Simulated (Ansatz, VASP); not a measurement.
**One calculation of Tl, two programs**

```
CELL_PARAMETERS angstrom
3.36191 0.00000 0.00000
-1.12064 3.16964 0.00000
-1.12064 -1.58482 2.74499
ATOMIC_POSITIONS crystal
Tl 0.00000 0.00000 0.00000
```

This isn't the form of Tl at room conditions, which is hcp.

Alike in both runs: task single point; functional BLYP; k mesh 10 × 10 × 10; occupations fermi-dirac, width 0.1 eV; no spin polarisation.

|  | VASP | Ansatz |
| --- | --- | --- |
| version | VASP 6.6.1 | Ansatz 0.2.0 |
| potentials or method | VASP PAW PBE potentials, release 64 (Tl_d) | plane waves, PAW |
| plane-wave cutoff (eV) | 520 | 420 |
| valence electrons in the cell | 13 | 13 |

```tsv
	VASP	Ansatz	Ansatz less VASP
pressure (GPa)	5.9	5.8	-0.09
```

Caveats: the PAW data sets were made with another functional, which shifts forces and pressure a little (VASP). Spin-orbit coupling is left out, which matters for the levels of Tl.
